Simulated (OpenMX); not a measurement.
The system is PbF2 (Fluorocronite).

```
CELL_PARAMETERS angstrom
0.00000 2.96366 2.96366
2.96366 0.00000 2.96366
2.96366 2.96366 0.00000
ATOMIC_POSITIONS crystal
Pb 0.00000 0.00000 0.00000
F 0.75000 0.75000 0.75000
F 0.25000 0.25000 0.25000
```

Base run:

| Item | Value |
| --- | --- |
| Program | OpenMX 3.8.5 |
| Functional | PBE |
| Potentials or basis | OpenMX 2013 PBE set, Pb8.0-s3p2d2f1, F6.0-s2p2d1, grid cutoff 500 Ry |
| k mesh | 9 × 9 × 9 |
| Occupations | fermi-dirac, width 0.05 eV |
| Spin | no spin polarisation |

Its results: band gap on the k mesh 4.42 eV, indirect (least direct gap 4.59 eV).

Problem. The run is repeated on the same cell with these changes: k mesh from 9 × 9 × 9 to 7 × 7 × 7; spin from no spin polarisation to non-collinear spin, zero start, spin-orbit coupling. What comes out?

Solution. Band gap on the k mesh 4.23 eV, indirect (least direct gap 4.43 eV); net moment 0.00 μB per cell.

Several settings changed at once, so the effect can't be laid on one alone.

Caveats: the basis of atomic orbitals isn't converged, which shifts pressures, moduli and gaps; spin-orbit coupling is left out, which as a rule narrows the gap of such compounds by several tenths of an eV (some runs); total energies with and without spin-orbit coupling shouldn't be compared in this program (some runs).

Not every run made on this cell is shown here.
